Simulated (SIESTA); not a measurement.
**PbO (Litharge) under changes of volume**

One of the cells (20.339 Å³/atom); the others are scaled copies at fixed shape and fractional positions:

```
CELL_PARAMETERS angstrom
4.01642 0.00000 0.00000
0.00000 4.01642 0.00000
0.00000 0.00000 5.04318
ATOMIC_POSITIONS crystal
Pb 0.50000 0.00000 0.76000
Pb 0.00000 0.50000 0.24000
O 0.50000 0.50000 0.00000
O 0.00000 0.00000 0.00000
```

```yaml
Program: SIESTA 5.4.2
Functional: PBEsol
Potentials_or_basis: PseudoDojo 0.4 standard (PBEsol files)
Basis: DZP (energy shift 0.003 Ry; two zetas on semicore shells)
Grid_cutoff: 800 Ry
Energy_shift: 0.003 Ry
k_mesh: 7 × 7 × 6
Occupations: fermi-dirac, width 0.05 eV
Spin: no spin polarisation
```

```tsv
volume (Å³/atom)	energy over the lowest point (meV/atom)	pressure (GPa)	gap on the mesh (eV)	largest force (eV/Å)
18.744	40.27	8.6	1.21	1.122
19.142	22.09	6.1	1.25	0.773
19.541	9.69	3.9	1.29	0.442
20.339	0.00	0.2	1.35	0.134
20.738	1.49	-1.4	1.38	0.387
21.136	?	?	?	?
```

Problem. What does the run at 21.136 Å³/atom give?

Solution. Energy over the lowest point 6.71 meV/atom; pressure -2.8 GPa; gap on the mesh 1.40 eV; largest force 0.626 eV/Å.

Worked out: A Birch-Murnaghan fit of order 3 (a polynomial in V^(-2/3)) to the other rows has its minimum at 20.38 Å³/atom with B0 = V·E''(V) = 82 GPa and B' = 5.3 at fixed shape and positions, which overstates the stiffness. It gives 6.57 meV/atom at 21.136 Å³/atom, against the run's 6.71, and -dE/dV = -2.7 GPa, against -2.8. A straight line through the other rows of the gap, of slope 1.66 eV per unit of ln V, extrapolates to 1.41 eV, against the run's 1.40.

Energies are extrapolated to zero smearing.

Caveats: spin-orbit coupling is left out, which as a rule narrows the gap of such compounds by several tenths of an eV; an odd mesh through Γ misses points on the zone boundary, where band edges often lie; the basis of atomic orbitals isn't converged, which shifts pressures, moduli and gaps; forces of over 1 eV/Å show positions far from the minimum, so gaps and moduli don't describe the material at rest (some runs).
